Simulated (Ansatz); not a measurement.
# GaAs: the cost of one run

Code: Ansatz 0.2.0. PAW datasets, plane waves. Computed at 0 K without zero-point motion; spin polarisation is off.

### Step 1. The structure to begin with

The unstrained cell was relaxed with r2SCAN; in each strained cell the atoms were relaxed again with r2SCAN. Names of k-points are those of the unstrained zone, where strain can split equivalent points. First state: +2.5 % biaxial strain in x and y, z held.

It is tetragonal, I-4m2 (No. 119); a = 4.108 Å, c = 5.666 Å in the conventional setting, 23.91 Å³ an atom. Near Ga stand 4 As at 2.50 Å; near As stand 4 Ga at 2.50 Å.

Structure file:

```cif
data_structure
_symmetry_space_group_name_H-M 'I-4m2'
_symmetry_Int_Tables_number 119
_cell_length_a 4.1084
_cell_length_b 4.1084
_cell_length_c 5.6662
_cell_angle_alpha 90.000
_cell_angle_beta 90.000
_cell_angle_gamma 90.000
_cell_volume 95.64
loop_
_atom_site_label
_atom_site_type_symbol
_atom_site_symmetry_multiplicity
_atom_site_Wyckoff_symbol
_atom_site_fract_x
_atom_site_fract_y
_atom_site_fract_z
_atom_site_occupancy
Ga1 Ga 2 a 0.00000 0.00000 0.00000 1
As1 As 2 c 0.00000 0.50000 0.25000 1
```

### Step 2. +2.5 % biaxial strain in x and y, z held: PBE

File input.yaml:

```yaml
crystal:
  lattice:
    - [0.0, 2.9050435056, 2.8330831925]
    - [2.9050435056, 0.0, 2.8330831925]
    - [2.9050435056, 2.9050435056, 0.0]
  atoms:
    - { symbol: Ga, position: [0.0, 0.0, 0.0] }
    - { symbol: As, position: [0.25, 0.25, 0.25] }
kpoints:
  mp_grid: { grid: [8, 8, 8] }
  band_path:
    path:
      - [0.0, 0.0, 0.0]
      - [-0.5, -0.5, 0.0]
      - [-0.375, -0.375, 0.25]
      - [-0.375, 0.0, 0.375]
      - [0.0, 0.0, 0.5]
      - [-0.5, -0.25, 0.25]
    npoints: 1
hamiltonian:
  xc: pbe
scf:
  occupations: { method: fermi_dirac, width: 0.02 }
  n_extra_bands: 4
output:
  forces: true
  stress: true
  eigenvalues: true
```

Started as:

```
> ansatz run input.yaml --threads 4 --pin off --max-ram 5529MiB --backend cpu --events-out ev --progress --plain --runs-dir out
```

**Question.** How long does this run take on 4 threads of Intel Xeon at 2.50GHz (Skylake/Cascade Lake), shared host, and how much memory does it need?

About 6.8 s, with a peak of 0.42 GiB.
